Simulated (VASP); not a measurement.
# Pb (C2/m) in VASP: further runs, part 2 of 2

VASP 6.6.1. Earlier steps stand in the parts before.

## Step 3: Single point, LDA

Contents of INCAR:

```
SYSTEM = Pb
ADDGRID = .False. ; ALGO = Normal
EDIFF = 1E-6 ; ENCUT = 460
GGA = CA ; ISIF = 2
ISMEAR = 1 ; LASPH = .True.
LCHARG = .False. ; LREAL = .False.
LWAVE = .False. ; NELM = 100
PREC = Accurate ; SIGMA = 0.4
```

Contents of KPOINTS:

```
k-points
0
Gamma
  14 14 7
  0 0 0
```

Contents of POSCAR:

```
Pb
1.0
    3.0386068135     -1.7503199600      0.0000000000
    3.0386068135      1.7503199600      0.0000000000
   -2.1154626375      0.0000000000      6.0952248674
Pb
2
Direct
    0.9085084100      0.9085084100      0.7262922000
    0.0914915900      0.0914915900      0.2737078000
```

Potentials or basis: VASP PAW LDA potentials, release 64 (Pb_d).

The run is started by

```sh
$ cat potpaw_LDA.64/Pb_d/POTCAR > POTCAR
$ mpirun -np 1 vasp_std > vasp.out
```

OUTCAR:

```text
SYSTEM = Pb
   EDIFF = 1E-6
   ENCUT = 460
   GGA = CA
   ISIF = 2
   ISMEAR = 1
   LASPH = .True.
   LREAL = .False.
   NELM = 100
   PREC = Accurate

 Found    372 irreducible k-points:

 Following reciprocal coordinates:
            Coordinates               Weight
  0.000000  0.000000  0.000000      1.000000
  0.071429 -0.000000 -0.000000      4.000000
  0.142857  0.000000 -0.000000      4.000000
  0.214286  0.000000 -0.000000      4.000000
  0.285714  0.000000  0.000000      4.000000
  0.357143  0.000000 -0.000000      4.000000
   k-points           NKPTS =    372   k-points in BZ     NKDIM =    372   number of bands    NBANDS=     18
   number of dos      NEDOS =    301   number of ions     NIONS =      2
   total plane-waves  NPLWV =  37632
   dimension x,y,z NGX =    28 NGY =   28 NGZ =   48
   dimension x,y,z NGXF=    56 NGYF=   56 NGZF=   96
   ions per type =               2
   NGX,Y,Z   is equivalent  to a cutoff of  13.27, 13.27, 12.37 a.u.
   NGXF,Y,Z  is equivalent  to a cutoff of  26.55, 26.55, 24.74 a.u.
 SYSTEM =  Pb
   PREC   = accura    normal or accurate (medium, high low for compatibility)
   ISTART =      0    job   : 0-new  1-cont  2-samecut
   ICHARG =      2    charge: 1-file 2-atom 10-const
   ISPIN  =      1    spin polarized calculation?
   LNONCOLLINEAR =      F non collinear calculations
[... 55 lines left out ...]

 val. band max:        6.2683443949   @ k =   0.5000   0.2857   0.4286
 cond. band min:       6.2695989837   @ k =   0.1429   0.0714   0.4286
 fundamental gap:      0.0012545887
 Fermi energy:         6.2691540225

 k-point     1 :       0.0000    0.0000    0.0000
  band No.  band energies     occupation
      1     -10.8261      2.00000
      2     -10.7158      2.00000
      3     -10.7152      2.00000
      4     -10.7124      2.00000
      5     -10.7119      2.00000
      6     -10.6890      2.00000
[... 103 lines left out ...]
      5     -10.6362      2.00000
      6     -10.5469      2.00000
[... 10 lines left out ...]
     17      10.6778     -0.00000
     18      11.3511     -0.00000

 [... further k-points ...]

------------------------ aborting loop because EDIFF is reached ----------------------------------------

  FORCE on cell =-STRESS in cart. coord.  units (eV):
  Direction    XX          YY          ZZ          XY          YZ          ZX
  --------------------------------------------------------------------------------------
  -------------------------------------------------------------------------------------
  Total       -1.3191125     -1.3179989     -0.9625442      0.0000000      0.0000000     -0.0055176
  in kB      -32.5972334    -32.5697133    -23.7858989      0.0000000      0.0000000     -0.1363489
  external PRESSURE =     -29.6509485 kB  Pullay stress =       0.0000000 kB

 VOLUME and BASIS-vectors are now :
 -----------------------------------------------------------------------------
  energy-cutoff  :      460.00
  volume of cell :       64.84
      direct lattice vectors                 reciprocal lattice vectors
     3.038606813 -1.750319960  0.000000000     0.164549095 -0.285662057  0.057109864
     3.038606813  1.750319960  0.000000000     0.164549095  0.285662057  0.057109864
    -2.115462637  0.000000000  6.095224867     0.000000000  0.000000000  0.164062856

 POSITION                                       TOTAL-FORCE (eV/Angst)
 -----------------------------------------------------------------------------------
      3.98476      0.00000      4.42691         0.013974      0.000000     -0.070683
     -0.02300      0.00000      1.66831        -0.013974      0.000000      0.070683
 -----------------------------------------------------------------------------------
    total drift:                                0.000000      0.000000     -0.000000

  FREE ENERGIE OF THE ION-ELECTRON SYSTEM (eV)
  ---------------------------------------------------
  free  energy   TOTEN  =        -8.3240152343 eV

  energy  without entropy=       -8.3234268889  energy(sigma->0) =       -8.32381912
```

OSZICAR:

```text
N       E                     dE             d eps       ncg     rms          rms(c)
DAV:   1     0.269959093357E+03    0.26996E+03   -0.13652E+04 13392   0.170E+03
DAV:   2     0.102539385876E+02   -0.25971E+03   -0.25647E+03 13410   0.418E+02
DAV:   3    -0.781608819223E+01   -0.18070E+02   -0.17850E+02 16404   0.140E+02
DAV:   4    -0.833555312561E+01   -0.51946E+00   -0.51818E+00 15734   0.287E+01
DAV:   5    -0.835674031196E+01   -0.21187E-01   -0.21186E-01 16260   0.507E+00    0.790E-01
DAV:   6    -0.833103934664E+01    0.25701E-01   -0.50017E-02 17480   0.299E+00    0.397E-01
DAV:   7    -0.832448816832E+01    0.65512E-02   -0.20449E-02 16984   0.187E+00    0.134E-01
DAV:   8    -0.832401953680E+01    0.46863E-03   -0.11272E-03 17234   0.532E-01    0.144E-02
DAV:   9    -0.832401465341E+01    0.48834E-05   -0.69066E-05 16456   0.106E-01    0.643E-03
DAV:  10    -0.832401523429E+01   -0.58088E-06   -0.68584E-06 16344   0.364E-02
   1 F= -.83240152E+01 E0= -.83238191E+01  d E =-.588345E-03
```

stdout:

```text
POSCAR found type information on POSCAR Pb
 POSCAR found :  1 types and       2 ions
 scaLAPACK will be used
 LDA part: xc-table for (Slater(with rela. corr.)+CA(PZ))
 , standard interpolation
 POSCAR, INCAR and KPOINTS ok, starting setup
 FFT: planning ... GRIDC
 FFT: planning ... GRID_SOFT
 FFT: planning ... GRID
 WAVECAR not read
 entering main loop
```

Run time: 1.8 min. Hardware: 1 thread of Intel Xeon 6975P-C (Granite Rapids), shared host; peak memory 0.39 GiB.

These settings aren't checked as converged: the numbers below hold their error.

What came out:

```yaml
Free_energy: -8.3240 eV
Pressure: -3.0 GPa
Largest_force: 0.072 eV/Å
Band_gap_on_the_k_mesh: none (metal or under the smearing width)
```

## Step 4: Single point, LDA

INCAR is that of step 3.

KPOINTS is that of step 3.

Contents of POSCAR:

```
Pb
1.0
    3.0386068135     -1.7503199600      0.0000000000
    3.0386068135      1.7503199600      0.0000000000
   -2.1154626375      0.0000000000      6.0952248674
Pb
2
Direct
    0.9226740000      0.9042520000      0.7213670000
    0.1042030000      0.0659440000      0.2801110000
```

Potentials or basis: VASP PAW LDA potentials, release 64 (Pb_d).

The run is started by

```sh
$ cat potpaw_LDA.64/Pb_d/POTCAR > POTCAR
$ mpirun -np 1 vasp_std > vasp.out
```

OUTCAR:

```text
SYSTEM = Pb
   EDIFF = 1E-6
   ENCUT = 460
   GGA = CA
   ISIF = 2
   ISMEAR = 1
   LASPH = .True.
   LREAL = .False.
   NELM = 100
   PREC = Accurate

 Found    688 irreducible k-points:

 Following reciprocal coordinates:
            Coordinates               Weight
  0.000000  0.000000  0.000000      1.000000
  0.071429 -0.000000 -0.000000      2.000000
  0.000000 -0.071429  0.000000      2.000000
  0.142857  0.000000 -0.000000      2.000000
  0.000000 -0.142857  0.000000      2.000000
[... 204 lines left out ...]
------------------------ aborting loop because EDIFF is reached ----------------------------------------

  FORCE on cell =-STRESS in cart. coord.  units (eV):
  Direction    XX          YY          ZZ          XY          YZ          ZX
  --------------------------------------------------------------------------------------
  -------------------------------------------------------------------------------------
  Total       -1.1242599     -1.1981897     -0.8065038     -0.0197993     -0.0322118     -0.0675598
  in kB      -27.7821350    -29.6090509    -19.9299088     -0.4892702     -0.7960023     -1.6695028
  external PRESSURE =     -25.7736982 kB  Pullay stress =       0.0000000 kB

 VOLUME and BASIS-vectors are now :
 -----------------------------------------------------------------------------
  energy-cutoff  :      460.00
  volume of cell :       64.84
      direct lattice vectors                 reciprocal lattice vectors
     3.038606813 -1.750319960  0.000000000     0.164549095 -0.285662057  0.057109864
     3.038606813  1.750319960  0.000000000     0.164549095  0.285662057  0.057109864
    -2.115462637  0.000000000  6.095224867     0.000000000  0.000000000  0.164062856

 POSITION                                       TOTAL-FORCE (eV/Angst)
 -----------------------------------------------------------------------------------
      4.02528     -0.03224      4.39689        -0.010641     -0.009956      0.074176
     -0.07555     -0.06697      1.70734         0.010641      0.009956     -0.074176
 -----------------------------------------------------------------------------------
    total drift:                                0.000010     -0.000002      0.000016

  FREE ENERGIE OF THE ION-ELECTRON SYSTEM (eV)
  ---------------------------------------------------
  free  energy   TOTEN  =        -8.3242109913 eV

  energy  without entropy=       -8.3252175684  energy(sigma->0) =       -8.32454652
```

OSZICAR:

```text
N       E                     dE             d eps       ncg     rms          rms(c)
DAV:   1     0.270230329431E+03    0.27023E+03   -0.13668E+04 24788   0.170E+03
DAV:   2     0.102013007523E+02   -0.26003E+03   -0.25687E+03 24808   0.417E+02
DAV:   3    -0.782226869677E+01   -0.18024E+02   -0.17824E+02 30110   0.140E+02
DAV:   4    -0.833710636785E+01   -0.51484E+00   -0.51354E+00 28828   0.287E+01
DAV:   5    -0.835849205846E+01   -0.21386E-01   -0.21384E-01 30088   0.511E+00    0.806E-01
DAV:   6    -0.833157687153E+01    0.26915E-01   -0.51433E-02 32336   0.299E+00    0.407E-01
DAV:   7    -0.832470000887E+01    0.68769E-02   -0.21905E-02 31008   0.191E+00    0.136E-01
DAV:   8    -0.832421770084E+01    0.48231E-03   -0.12964E-03 31862   0.560E-01    0.157E-02
DAV:   9    -0.832421027929E+01    0.74215E-05   -0.96031E-05 30198   0.124E-01    0.692E-03
DAV:  10    -0.832421099132E+01   -0.71202E-06   -0.93686E-06 31474   0.436E-02
   1 F= -.83242110E+01 E0= -.83245465E+01  d E =0.100658E-02
```

Run time: 3.3 min. Hardware: 1 thread of Intel Xeon 6975P-C (Granite Rapids), shared host; peak memory 0.6 GiB.

The run converged, but some of its settings lie outside the range that counts as converged, so its numbers aren't taken as properties of the crystal.

Results:

```yaml
Free_energy: -8.3242 eV
Pressure: -2.6 GPa
Largest_force: 0.076 eV/Å
Band_gap_on_the_k_mesh: none (metal or under the smearing width)
```

## Step 5: Single point, LDA

Changes to INCAR since step 4:

```diff
@@ -7,2 +7,2 @@
 LWAVE = .False. ; NELM = 100
-PREC = Accurate ; SIGMA = 0.4
+PREC = Accurate ; SIGMA = 0.1
```

KPOINTS is that of step 4.

Contents of POSCAR:

```
Pb
1.0
    3.0386068135     -1.7503199600      0.0000000000
    3.0386068135      1.7503199600      0.0000000000
   -2.1154626375      0.0000000000      6.0952248674
Pb
2
Direct
    0.9085084100      0.9085084100      0.7262922000
    0.0914915900      0.0914915900      0.2737078000
```

The run is started by

```sh
$ cat potpaw_LDA.64/Pb_d/POTCAR > POTCAR
$ mpirun -np 1 vasp_std > vasp.out
```

It took 1.9 min on 1 thread of Intel Xeon 6975P-C (Granite Rapids), shared host; peak memory 0.39 GiB.

The run converged, but some of its settings lie outside the range that counts as converged, so its numbers aren't taken as properties of the crystal.

What came out:

```
Free energy            : -8.3246 eV
Pressure               : -3.0 GPa
Largest force          : 0.083 eV/Å
Band gap on the k mesh : none (metal or under the smearing width)
```
